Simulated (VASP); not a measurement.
A run of VASP 6.6.1 is set up as follows.

Contents of INCAR:

```
SYSTEM = Ag
PREC = Accurate
ENCUT = 600
EDIFF = 1E-7
ISMEAR = -1
SIGMA = 0.05
LREAL = .FALSE.
LASPH = .TRUE.
NELM = 100
ALGO = Normal
ISIF = 3
LWAVE = .FALSE.
LCHARG = .FALSE.
GGA = B5
ALDAX = 1.0
AGGAX = 1.0
AGGAC = 1.0
ALDAC = 0.0
IVDW = 13
VDW_S6 = 1.0
VDW_S8 = 2.34076671
VDW_A1 = 0.44488865
VDW_A2 = 4.0933009
IBRION = 2
NSW = 60
EDIFFG = -0.01
```

The input KPOINTS:

```
regular mesh
0
G
  11 11 11
  0 0 0
```

Contents of POSCAR:

```
Ag
1.0
    0.0000000000      2.0427500000      2.0427500000
    2.0427500000      0.0000000000      2.0427500000
    2.0427500000      2.0427500000      0.0000000000
Ag
1
Direct
    0.0000000000      0.0000000000      0.0000000000
```

Potentials or basis: VASP PAW PBE potentials, release 64 (Ag).

Run with:

```console
$ cat potpaw_PBE.64/Ag/POTCAR > POTCAR
$ mpirun -np 1 vasp_std > vasp.out
```

Task: What does it give for the space group after relaxing (to 0.05 Å)?

Result: Fm-3m (No. 225).

Task: Estimate the band gap on the k mesh.

Result: None (metal or under the smearing width).

The path:
```csv
step,energy change (eV),largest force (eV/Å),pressure (GPa),volume (Å³)
1,0.0000,0.0000,2.11,17.05
2,-0.0015,0.0000,-1.17,17.61
3,-0.0023,0.0000,-0.01,17.40
```

Caveat: the PAW data sets were made with another functional, which shifts forces and pressure a little; pairwise dispersion overbinds metals, which lowers pressure and volume. Zero-point motion and thermal expansion aren't in these numbers.
